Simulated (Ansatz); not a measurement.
**FeO in the zincblende structure**

The computed numbers are results of PBE+U (U_eff = 4 eV on Fe 3d), scalar-relativistic (collinear spin) in the plane-wave PAW code Ansatz at 420 eV, 6×6×6 k-mesh, Gaussian smearing of 0.05 eV; PAW files: Ansatz's generated set soft_2.

```
Fe O
1.0
     0.00000    2.37332    2.37332
     2.37332    0.00000    2.37332
     2.37332    2.37332    0.00000
Fe O
1 1
Direct
  0.00000 0.00000 0.00000
  0.25000 0.25000 0.25000
```

This is a trial structure; measured cells of the compound in the Crystallography Open Database are in space groups R-3m, Fm-3m (rock salt).

Starting moments: Fe 3.7 μB on each such atom, all parallel.

Two runs on this cell, alike but for how the open shells were started and searched, both converged. The ends of their outputs, energies left out:

Run A:

```
Magnetization: 4.0833 μB (13.0417 up, 8.9583 down)
Absolute magnetization: 4.1546 μB (∫|ρ↑−ρ↓|, with the PAW one-centre terms)
Per-site moments (μB) at R_I (Å): [(3.51950, 0.84783), (0.23898, 0.84783)]
Entropy (-TS):   -0.001705 eV (-0.853 meV/atom)
Fermi energy:    10.552039 eV
--- Stress (GPa, compression-positive) ---
       -6.882315       0.000000       0.000000
        0.000000      -6.882315       0.000000
        0.000000       0.000000      -6.882315
  P = ⅓ Tr σ = -6.8823 GPa (-68.823 kbar)
--- Löwdin populations: 2 sites ---
  site symbol       q [e]    m [muB]
     0     Fe     14.7728     3.7478
     1      O      7.0369     0.3608
--- Occupation matrices: 1 shell (run DFT+U table (all-electron-ortho-atomic); ε = 9.89e-3) ---
  Fe0 d_3D up     Tr n = 4.9827  λ = 0.995 0.995 0.995 0.999 0.999  [5× z2 0.20 (T2 0.60) T2(0.60)]
  Fe0 d_3D dn     Tr n = 1.2114  λ = 0.054 0.054 0.368 0.368 0.368  [2× z2 0.50 (E 1.00) E(1.00) | 3× xz 0.33 (T2 1.00) T2(1.00)]
```

Run B:

```
Magnetization: 4.0000 μB (13.0000 up, 9.0000 down)
Absolute magnetization: 4.0000 μB (∫|ρ↑−ρ↓|, with the PAW one-centre terms)
Per-site moments (μB) at R_I (Å): [(3.35797, 0.84783), (0.14446, 0.84783)]
Entropy (-TS):   -0.000015 eV (-0.007 meV/atom)
Fermi energy:    8.988836 eV
--- Stress (GPa, compression-positive) ---
       -1.009322       0.000000       0.000000
        0.000000       1.964958       0.000000
        0.000000       0.000000      -1.009103
  P = ⅓ Tr σ = -0.0178 GPa (-0.178 kbar)
--- Löwdin populations: 2 sites ---
  site symbol       q [e]    m [muB]
     0     Fe     14.7778     3.7114
     1      O      7.0778     0.2457
--- Occupation matrices: 1 shell (run DFT+U table (all-electron-ortho-atomic); ε = 1.79e-3) ---
  Fe0 d_3D up     Tr n = 4.9756  λ = 0.991 0.994 0.994 0.998 0.999  [xz 1.00 (T2 1.00) T2(1.00) | 2× yz 0.50 (T2 1.00) T2(1.00) | 2× z2 0.50 (E 1.00) E(1.00)]
  Fe0 d_3D dn     Tr n = 1.2676  λ = 0.035 0.069 0.089 0.089 0.986  [x2-y2 0.75 (E 1.00) E(1.00) | xz 1.00 (T2 1.00) T2(1.00) | 2× yz 0.50 (T2 1.00) T2(1.00) | z2 0.75 (E 1.00) E(1.00)]
```

Q: Which run ended in a state above the other, and by how much?

A: Run A, by 342 meV/atom. The Hubbard penalty (U/2) Σ λ(1 − λ), summed over the shells' natural occupations, is 1.63 eV in it and 0.60 eV in the other, beside a total difference of 0.68 eV a cell: fractional occupations explain most of it. It is metallic, while the lower state has a gap of 0.15 eV (close to the smearing width). In the program's symmetry labels (of the site's group or the nearest higher one, in the neighbours' frame), the partly filled channel of Fe holds 1.1 in T2 in the higher state and 1.0 in E in the lower.

Q: How was each started, and what does that suggest?

A: The higher one: from atoms, symmetry kept, no search for lower states. The lower one: carried from the relaxation. That state was reached by 3 of 4 converged starts: carried from the relaxation; from atoms, default search; from atoms, wider search. Convergence alone doesn't show that the lowest state was found, so several starts are run and the lowest energy is kept. Here keeping the full symmetry without a search trapped the shell.

λ are the eigenvalues of the shell's occupation matrix; the brackets give the leading real orbital and the representation of each set, with weights.

The order of the orbitals lowers the symmetry, along an axis that is one of several equivalent ones. Site moments are of spin, integrated over atomic spheres. A gap on the mesh alone may be smaller, or close, between its points. The k-mesh is coarse, so small energy differences aren't converged.

The cell was relaxed in the lower state; the higher one stands under stress here and would win part of the difference back by relaxing.
